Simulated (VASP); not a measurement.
```
CELL_PARAMETERS angstrom
      0.00000     3.07000     3.07000
      3.07000     0.00000     3.07000
      3.07000     3.07000     0.00000
ATOMIC_POSITIONS crystal
  Al 0.00000 0.00000 0.00000
  Sb 0.25000 0.25000 0.25000
```

Method: r2SCAN meta-GGA, VASP's PBE PAW potentials (set 64) (plane waves; VASP). Settings: 400 eV cut-off, 7×7×7 Γ-centred mesh, Gaussian smearing of 0.050 eV, potentials Al Sb.

Energy and stress use the plane-wave basis of the starting cell.

Q: The ions, cell shape and volume are relaxed. Give the cell that the relaxation ends in.

A: 
```
CELL_PARAMETERS angstrom
      0.00000     3.09142     3.09142
      3.09142     0.00000     3.09142
      3.09142     3.09142     0.00000
ATOMIC_POSITIONS crystal
  Al 0.00000 0.00000 0.00000
  Sb 0.25000 0.25000 0.25000
```
Space group F-43m (216), at a tolerance of 0.03 Å.

Q: How do energy and volume change from the first to the last step?

A: The energy (σ→0) changes by -2.3 meV/atom and the volume by +2.1 %, in 3 ionic steps.

The compound is AlSb in the zinc blende structure. This run relaxes it. Symmetry was kept, so distortions that lower it aren't found.
